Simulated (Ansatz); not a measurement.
## SnSe: moving Sn off its site

SnSe, Fm-3m, a = 6.020 Å (as given, not relaxed at this level: -3.4 GPa). This isn't the usual stable structure of the compound. Ansatz: LDA, PAW, 420 eV, Γ-centred 8×8×8 mesh on 2 atoms, Gaussian smearing 0.05 eV; no spin polarisation.

```
CELL_PARAMETERS angstrom
0.00000 3.01000 3.01000
3.01000 0.00000 3.01000
3.01000 3.01000 0.00000
ATOMIC_POSITIONS crystal
Sn 0.00000 0.00000 0.00000
Se 0.50000 0.50000 0.50000
```

Atom 1 (Sn) moves by x along the unit vector (0.000, -0.707, -0.707), with its periodic images; all else is held. y is the free energy of the cell over the start, F the force along the path summed over the moved atoms. Symmetry makes y even in x.

| x (Å) | y (meV) | F (eV/Å) |
| --- | --- | --- |
| -0.1000 | ? | ? |
| -0.0500 | -0.34 | -0.01 |
| 0.0000 | 0.00 | 0.00 |
| 0.0125 | -0.02 | 0.00 |
| 0.0250 | -0.09 | 0.01 |
| 0.0375 | -0.20 | 0.01 |
| 0.0625 | -0.52 | 0.01 |
| 0.0750 | -0.71 | 0.02 |
| 0.0875 | -0.91 | 0.02 |

Question: Fit y = c2 x² + c4 x⁴ to the energies of the other rows, give the force constant, and predict energy and force of the missing row.

Answer: Least squares on the rows shown. y = −146.5 x² + 3600 x⁴. The force constant is 2 c2 = -0.293 eV/Å², negative: the site is a maximum along this line, for the cell as given, at -3.4 GPa (for all images moving together, not for a lone atom). The force −dy/dx at the missing row is -0.01 eV/Å (computed -0.02). At x = -0.1000 the fit asked for gives -1.11 meV. The run gave -1.11 meV, the same to the digits shown.